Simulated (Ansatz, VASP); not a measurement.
## Sn4Te3Se (SnTe0.75Se0.25, rock salt) in two plane-wave programs

One calculation is typed for both programs; each brings its own data sets. How far apart do they land? The cell is invented: As first built, before any earlier steps moved the atoms (in the runner's words): 1x2x2 conventional cells of the SnTe type (32 atoms: 4 Se, 16 Sn, 12 Te); Te/Se share their sites, the best of 600 random draws by like-pair counts in two shells; start lattice by linear mixing of the end members' cells; atoms moved at random by 0.02 A. It may not be a known or stable phase. The structure shown is the start of the Ansatz relaxation below; VASP solves that cell, so the two are compared at the walk's first step.

Method: plane waves, with VASP 6.6.1 beside it; single point at LDA, in Ansatz 0.2.0.

**1. The starting structure**

The cell holds 32 atoms: 4 Se, 16 Sn and 12 Te. Its edges and angles: a = 6.231 Å, b = 12.463 Å, c = 12.463 Å, α = 90.0°, β = 90.0°, γ = 90.0°. It derives from SnTe (SnTe type, space group 225), repeated 1×2×2. As first built, before any earlier steps moved the atoms (in the runner's words): 1x2x2 conventional cells of the SnTe type (32 atoms: 4 Se, 16 Sn, 12 Te); Te/Se share their sites, the best of 600 random draws by like-pair counts in two shells; start lattice by linear mixing of the end members' cells; atoms moved at random by 0.02 A.

**2. Ansatz: relaxation, LDA**

Ansatz runs on its default PAW (the set named soft_2) files.

The two programs are compared at the cell with which this relaxation starts, whose forces are those of its first step.

input.yaml

```yaml
crystal:
  lattice:
    - [6.23128, 0.0, 0.0]
    - [0.0, 12.46255, 0.0]
    - [0.0, 0.0, 12.46255]
  atoms:
    - { symbol: Se, position: [0.49145, 0.00097, 0.9996] }
    - { symbol: Se, position: [0.49517, 0.25112, 0.24992] }
    - { symbol: Se, position: [0.00947, 0.99644, 0.74871] }
    - { symbol: Se, position: [0.00016, 0.74939, 0.00105] }
    - { symbol: Sn, position: [0.00286, 0.00077, 0.00011] }
    - { symbol: Sn, position: [0.99777, 0.25029, 0.25144] }
    - { symbol: Sn, position: [0.50039, 0.99663, 0.25271] }
    - { symbol: Sn, position: [0.49841, 0.25142, 0.99921] }
    - { symbol: Sn, position: [0.00348, 0.99948, 0.5024] }
    - { symbol: Sn, position: [0.00421, 0.24897, 0.74532] }
    - { symbol: Sn, position: [0.50113, 0.99842, 0.75158] }
    - { symbol: Sn, position: [0.50123, 0.24941, 0.49848] }
    - { symbol: Sn, position: [0.99729, 0.50236, 0.00156] }
    - { symbol: Sn, position: [0.99932, 0.75053, 0.25148] }
    - { symbol: Sn, position: [0.49942, 0.49711, 0.25268] }
    - { symbol: Sn, position: [0.49898, 0.74903, 5.0e-05] }
    - { symbol: Sn, position: [0.99695, 0.49827, 0.50037] }
    - { symbol: Sn, position: [0.99775, 0.7507, 0.75066] }
    - { symbol: Sn, position: [0.50639, 0.49959, 0.75016] }
    - { symbol: Sn, position: [0.4983, 0.75194, 0.50081] }
    - { symbol: Te, position: [0.00128, 0.00306, 0.25049] }
    - { symbol: Te, position: [0.00093, 0.24792, 0.99722] }
    - { symbol: Te, position: [0.49841, 0.00019, 0.49827] }
    - { symbol: Te, position: [0.49699, 0.25125, 0.74912] }
    - { symbol: Te, position: [0.99819, 0.24948, 0.49828] }
    - { symbol: Te, position: [0.50284, 0.50233, 0.00171] }
    - { symbol: Te, position: [0.50501, 0.74687, 0.25149] }
    - { symbol: Te, position: [0.99965, 0.50225, 0.249] }
    - { symbol: Te, position: [0.50271, 0.50291, 0.50104] }
    - { symbol: Te, position: [0.50055, 0.74981, 0.75092] }
    - { symbol: Te, position: [0.99956, 0.49821, 0.75109] }
    - { symbol: Te, position: [0.00553, 0.75074, 0.50184] }
kpoints:
  mp_grid: { grid: [4, 2, 2], shift: [0.5, 0.5, 0.5] }
hamiltonian:
  xc: lda
scf:
  occupations: { method: methfessel_paxton, width: 0.15 }
output:
  forces: true
  stress: true
relax:
  f_tol: 0.02
  max_steps: 45
  cell: { stress_tol: 0.1 }
```

Launch:

```
ansatz run input.yaml --threads 8 --pin off --max-ram 15360MiB --backend cpu --events-out ev --progress --plain --runs-dir out
```

Numbers of over 12 decimals in the logs are rounded to 6 here.

Log:

```text
The last accepted step is kept in <dir> (removed where the run ends without a failure and the disk answers)
Engine: ansatz 0.2.0, aarch64-unknown-linux-gnu
Pseudopotentials: kind: paw
Pseudopotential: Se, paw, valence charge 16, recommended cutoff 420 eV (normal), Se.paw.azcp
Pseudopotential: Sn, paw, valence charge 14, recommended cutoff 420 eV (normal), Sn.paw.azcp
Pseudopotential: Te, paw, valence charge 16, recommended cutoff 420 eV (normal), Te.paw.azcp
Functional definition: SPW92
  exchange = slater_x
  correlation = pw_c
Crystal: 32 atoms, lattice volume = 967.812 Å³
Basis set: ecut = 420 eV, 18909 PW (Γ)
Bands: 288, of which v1, the nominal top of the filled ones, is band 240 counted from 1 (239 counted from 0)
Symmetry: 1 space group operations
Space group: P1 (ITA 1), of the structure as read, at distance tolerance 9.9e-5 Å
k-points: 8 of 16 (time reversal used)
Non-local potential: Se, projectors of the file, l = 0: 2, l = 1: 2, l = 2: 3, l = 3: 1
Non-local potential: Sn, projectors of the file, l = 0: 2, l = 1: 2, l = 2: 2, l = 3: 2
Non-local potential: Te, projectors of the file, l = 0: 2, l = 1: 2, l = 2: 2, l = 3: 2
PAW form: soft (Blöchl's): semilocal exchange-correlation on the pseudo side does not see the compensation charge
PAW frozen core: Se, regenerated for the run's functional, and the local potential with it (the file was generated under x = pbe(κ = 0.804, μ = 0.219515), c = pbe(β = 0.066725))
PAW frozen core: Sn, regenerated for the run's functional, and the local potential with it (the file was generated under x = pbe(κ = 0.804, μ = 0.219515), c = pbe(β = 0.066725))
PAW frozen core: Te, regenerated for the run's functional, and the local potential with it (the file was generated under x = pbe(κ = 0.804, μ = 0.219515), c = pbe(β = 0.066725))
PAW one-centre angular grid: Se, 590 points (default); XC on 64 Gauss nodes
PAW one-centre angular grid: Sn, 590 points (default); XC on 64 Gauss nodes
PAW one-centre angular grid: Te, 590 points (default); XC on 64 Gauss nodes
Initial density: superposition of atomic densities (neutral atoms: chi_scale 0, normalization atom), corrected by the library's trained network
Initial wavefunctions: pseudopotential atomic-orbital guess
Functional: x = slater, c = lda
SCF iter   1: F=—  HF=-197541.096653 eV  |F-HF|=—  |Δ(HF+E_count)|=         —  Δρ=5.38e-3  dr2=1.46e-1  ethr=1.77e-3  ⟨swp⟩=6.9  Hψ=9143  notcnv=0
preconditioner: auto → Resta (q_TF=auto, 2.427 Å⁻¹)  ε∞=2.7  [insulator: Δε(μ)=0.673 eV  Ē_g=16.161 eV  σ=0.150 eV  W_gap=1.01  n_scr=232 (ndim 8)  ℏωp=21.4 eV  f_vac=0.011  D(μ)=-0.20/eV (n_scr^D=0)  ε∞_Penn≈2.7]
SCF iter   2: F=—  HF=-197541.017836 eV  |F-HF|=—  |Δ(HF+E_count)|=   7.88e-2  S|Δr|=    0.00e0  Δρ=2.65e-3  dr2=3.28e-2  ethr=3.03e-5  ⟨swp⟩=2.0  Hψ=3752  notcnv=0
SCF iter   3: F=—  HF=-197541.009482 eV  |F-HF|=—  |Δ(HF+E_count)|=   8.35e-3  S|Δr|=    0.00e0  Δρ=5.85e-4  dr2=2.39e-2  ethr=6.84e-6  ⟨swp⟩=3.0  Hψ=4438  notcnv=0
SCF iter   4: F=—  HF=-197541.006057 eV  |F-HF|=—  |Δ(HF+E_count)|=   3.42e-3  S|Δr|=    0.00e0  Δρ=2.40e-4  dr2=9.17e-4  ethr=4.99e-6  ⟨swp⟩=2.0  Hψ=2419  notcnv=0
SCF iter   5: F=—  HF=-197541.005812 eV  |F-HF|=—  |Δ(HF+E_count)|=   2.45e-4  S|Δr|=    0.00e0  Δρ=1.12e-4  dr2=2.47e-4  ethr=1.91e-7  ⟨swp⟩=2.0  Hψ=3912  notcnv=0
SCF iter   6: F=—  HF=-197541.005753 eV  |F-HF|=—  |Δ(HF+E_count)|=   5.92e-5  S|Δr|=    0.00e0  Δρ=2.45e-5  dr2=8.43e-6  ethr=5.14e-8  ⟨swp⟩=2.0  Hψ=3928  notcnv=0
SCF iter   7: F=—  HF=-197541.006067 eV  |F-HF|=—  |Δ(HF+E_count)|=   3.14e-4  S|Δr|=    0.00e0  Δρ=1.13e-5  dr2=1.34e-6  ethr=1.76e-9  ⟨swp⟩=2.0  Hψ=4228  notcnv=0
SCF iter   8: F=—  HF=-197541.006067 eV  |F-HF|=—  |Δ(HF+E_count)|=   4.00e-8  S|Δr|=    0.00e0  Δρ=5.13e-6  dr2=2.29e-7  ethr=2.80e-10  ⟨swp⟩=2.0  Hψ=2433  notcnv=0
SCF iter   9: F=-197541.006067 eV  HF=-197541.006067 eV  |F-HF|=4.43e-8  |Δ(HF+E_count)|=   6.28e-8  S|Δr|=    0.00e0  Δρ=1.15e-6  dr2=4.98e-8  ethr=2.08e-11  ⟨swp⟩=4.5  Hψ=7531  notcnv=0
WARN: on these k-points the computed levels leave a gap of 0.6641 eV at the electron count, 4.4 widths of the methfessel_paxton smearing (0.1500 eV); against the step filling of these same bands (every level under the gap full, every level over it empty) smearing changes F+E_penalty+E_count by +0.267 meV and its σ→0 estimate by -0.496 meV; at least one of the two is larger in size than the energy tolerance (0.100 meV [...]
[...]
SCF iter   1: F=—  HF=-197541.482474 eV  |F-HF|=—  |Δ(HF+E_count)|=         —  Δρ=2.61e-5  dr2=1.01e-6  ethr=2.67e-7  ⟨swp⟩=3.4  Hψ=15159  notcnv=0
eigensolver tolerance schedule: the retry pair's looser diagonalisation over-reported the residual by 1274.50 of it (diagonalisation noise at 0.12 of the residual, at the tolerance the schedule requests for it); recorded, not acted on — ethr = c·dr2/N_el stays at c = 1.0e-1
preconditioner: auto → Resta (q_TF=auto, 2.438 Å⁻¹)  ε∞=2.8  [insulator: Δε(μ)=0.596 eV  Ē_g=16.287 eV  σ=0.150 eV  W_gap=1.02  n_scr=232 (ndim 8)  ℏωp=21.6 eV  f_vac=0.008  D(μ)=-0.44/eV (n_scr^D=0)  ε∞_Penn≈2.8]
SCF iter   2: F=—  HF=-197541.483125 eV  |F-HF|=—  |Δ(HF+E_count)|=   6.51e-4  S|Δr|=    0.00e0  Δρ=1.29e-5  dr2=2.70e-7  ethr=2.10e-10  ⟨swp⟩=3.5  Hψ=4515  notcnv=0
[...]
SCF converged after 4 iterations
Stability not checked: this state was not tested for a lower state beside it, because cold or Methfessel-Paxton smearing, or corrected tetrahedra, fill the levels in a way that the test cannot read (fill_not_monotonic; see scf.lower_state_search)
Free energy (F): -197541.483125 eV
Harris-Foulkes:  -197541.483125 eV  (|F-HF|=1.16e-9)
Internal energy: -197541.489765 eV  (E = F + TS)
E sigma→0 (E₀):  -197541.484785 eV
Entropy (-TS):   0.006640 eV (0.208 meV/atom)
Fermi energy:    9.747771 eV
Step filling:    the computed levels leave a gap of 0.5960 eV = 4.0 smearing widths at the electron count; against every level under it full and every level over it empty, smearing changes F+E_penalty+E_count by +0.714 meV and its σ→0 estimate by -0.946 meV
--- Per-component energies (eV) ---
  E_band       = -6106.701666
  E_kinetic    = 5655.174650
  E_local      = -38929.326228  (includes V_loc(G=0)·N_el)
  E_nonlocal   = -6466.852102
  E_hartree    = 23111.228486
  E_xc         = -7985.700164
  E_vxc        = -3251.691231  (∫ρ·V_xc dr)
  E_paw        = -125295.629022  (= ΣΔE_a)
  E_vpaw       = -9336.462714  (= ΣTr[D̂ρ^β])
  E_aug_tail   = -0.004498  (compensation charges beyond the density's cutoff)
  E_ewald      = -47654.192643
  E_core_change = 23.811755  (= ΣΔE_core)
  E_smearing   = 0.006640  (= −TS)
  E_closure    = -0.000000  (closes the sum)
  Σ components = -197541.483125   (vs F -197541.483125, Δ=0.00e0)
--- Forces (eV/Å), atoms counted from 1 ---
  atom   1  Se     0.00194669     0.00048950    -0.00050307
  atom   2  Se    -0.00226095     0.00278963     0.00498403
  atom   3  Se     0.00097708    -0.00231668     0.00407481
  atom   4  Se     0.00075320     0.00375945    -0.00140699
  atom   5  Sn    -0.00169926    -0.00296545    -0.00177813
  atom   6  Sn    -0.00014239     0.00072020    -0.00114504
  atom   7  Sn    -0.00095885    -0.00146929     0.00187763
  atom   8  Sn    -0.00060563     0.00168557    -0.00105702
  atom   9  Sn     0.00272510    -0.00022150     0.00092742
  atom  10  Sn     0.00069141     0.00185574     0.00366115
  atom  11  Sn    -0.00219904     0.00130502    -0.00498308
  atom  12  Sn     0.00049133    -0.00147271     0.00175180
  atom  13  Sn     0.00365687     0.00175998    -0.00084126
  atom  14  Sn     0.00080791     0.00374700     0.00106582
  atom  15  Sn    -0.00005048     0.00498468    -0.00167383
  atom  16  Sn    -0.00182991    -0.00476791     0.00178934
  atom  17  Sn     0.00086008     0.00155460    -0.00015584
  atom  18  Sn     0.00092550    -0.00144226    -0.00354250
  atom  19  Sn    -0.00133069     0.00061593     0.00278833
  atom  20  Sn    -0.00145730     0.00452042    -0.00129677
  atom  21  Te     0.00016333    -0.00410523     0.00388534
  atom  22  Te     0.00055782     0.00347124    -0.00264415
  atom  23  Te    -0.00082026     0.00021147    -0.00282930
  atom  24  Te    -0.00032942    -0.00224433     0.00153504
  atom  25  Te     0.00036468    -0.00145358     0.00151479
  atom  26  Te    -0.00172976    -0.00404952     0.00060683
  atom  27  Te    -0.00064477     0.00164335    -0.00262558
  atom  28  Te     0.00052701    -0.00146362    -0.00102773
  atom  29  Te    -0.00165418    -0.00039614    -0.00016126
  atom  30  Te     0.00323186    -0.00215588    -0.00158613
  atom  31  Te    -0.00043273    -0.00391912     0.00070942
  atom  32  Te    -0.00053840    -0.00067913    -0.00191992
  max |Σ_I F_I| component: 8.58e-6 eV/Å
--- Stress (GPa, compression-positive) ---
       -0.008707      -0.001084      -0.001745
       -0.001084      -0.002982       0.000842
       -0.001745       0.000842      -0.006698
  P = ⅓ Tr σ = -0.0061 GPa (-0.061 kbar)
--- Relaxed structure (9 steps of the walk, 8 accepted, 1 SCFs on fresh bases) ---
  F+E_penalty+E_count = -197541.48312491 eV   max|allowed force component| = 4.985e-3 eV/Å   (the final SCF, on the basis selected at the relaxed cell)
  cell:  # Å, volume = 942.6326 Å³
    - [6.191967, -0.0057813, -0.00572408]
    - [-0.011563, 12.336734, 0.021780]
    - [-0.011448, 0.021780, 12.340017]
  atoms:
    - { symbol: Se, position: [0.479645, -0.0027081, 0.997325] }
    - { symbol: Se, position: [0.491849, 0.246636, 0.246528] }
    - { symbol: Se, position: [0.010872, 0.996487, 0.748419] }
    - { symbol: Se, position: [0.010778, 0.748358, -0.00351392] }
    - { symbol: Sn, position: [0.010083, -0.00165571, -0.00113995] }
    - { symbol: Sn, position: [1.024144, 0.250540, 0.250973] }
    - { symbol: Sn, position: [0.499129, 1.010291, 0.248022] }
    - { symbol: Sn, position: [0.498707, 0.247337, 1.011112] }
    - { symbol: Sn, position: [0.00378417, 0.999693, 0.514924] }
    - { symbol: Sn, position: [0.0010067, 0.246378, 0.751629] }
    - { symbol: Sn, position: [0.478658, 1.001271, 0.762057] }
    - { symbol: Sn, position: [0.503596, 0.250242, 0.495730] }
    - { symbol: Sn, position: [1.003379, 0.514249, 0.000215213] }
    - { symbol: Sn, position: [1.000990, 0.751199, 0.247219] }
    - { symbol: Sn, position: [0.503522, 0.494736, 0.250783] }
    - { symbol: Sn, position: [0.478652, 0.761336, 0.001797] }
    - { symbol: Sn, position: [1.002049, 0.501396, 0.501924] }
    - { symbol: Sn, position: [0.999853, 0.760190, 0.761076] }
    - { symbol: Sn, position: [0.498415, 0.499795, 0.751263] }
    - { symbol: Sn, position: [0.498541, 0.750681, 0.500359] }
    - { symbol: Te, position: [-0.00160445, -0.00172131, 0.247685] }
    - { symbol: Te, position: [-0.00193738, 0.247695, 0.998280] }
    - { symbol: Te, position: [0.502704, -0.00232044, 0.497711] }
    - { symbol: Te, position: [0.500620, 0.247466, 0.747140] }
    - { symbol: Te, position: [1.002422, 0.247298, 0.497794] }
    - { symbol: Te, position: [0.502438, 0.497705, -0.00219346] }
    - { symbol: Te, position: [0.500529, 0.747105, 0.247599] }
    - { symbol: Te, position: [1.002249, 0.497837, 0.247388] }
    - { symbol: Te, position: [0.501960, 0.497449, 0.497549] }
    - { symbol: Te, position: [0.502914, 0.747900, 0.748021] }
    - { symbol: Te, position: [1.000884, 0.497289, 0.747781] }
    - { symbol: Te, position: [0.00095315, 0.747708, 0.497314] }
```

(Continued in part 2 of 2.)

[Lines on the potential files, build, host, timing and source positions are cut from VASP's logs without a mark.]

[Logs are printed without paths, hosts, clocks, repeated set-up lines and the standing remarks that a program may print on its own settings, such as how far it seeks lower states.]

[Hosts, paths, dates, database ids (printed as entryN), source tags and the programs' standing remarks are cut or masked in the printed files.]
